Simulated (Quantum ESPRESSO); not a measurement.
# AlRu: zone-centre phonons under several settings

```
Ru Al
1.0
     2.99160    0.00000    0.00000
     0.00000    2.99160    0.00000
     0.00000    0.00000    2.99160
Ru Al
1 1
Cartesian
  1.4958 1.4958 1.4958
  0.0000 0.0000 0.0000
```

All runs used Quantum ESPRESSO 7.5; potentials GBRV 1.5 PBE; k mesh 9 × 9 × 9; relaxed cell; no spin polarisation; cutoff 612 eV; occupations cold, width 0.2 eV.

```tsv
level	volume (Å³/atom)	lowest optical mode without the field (cm⁻¹)
PBE	13.54	309
PBE+D2	13.22	317
PBE+D3(BJ)	13.13	328
rPW86PBE+rVV10	13.77	311
rev-vdW-DF2	?	?
```

Problem. What stands in the row left open?

Solution. Volume 13.38 Å³/atom; lowest optical mode without the field 313 cm⁻¹.

Caveats: the mesh is thin for the phonons of a metal; pairwise dispersion overbinds metals, which lowers pressure and volume (some runs); the potentials were made for another functional, which shifts forces and pressure (some runs).

For the row left open. Caveat: the mesh is thin for the phonons of a metal; the potentials were made for another functional, which shifts forces and pressure.
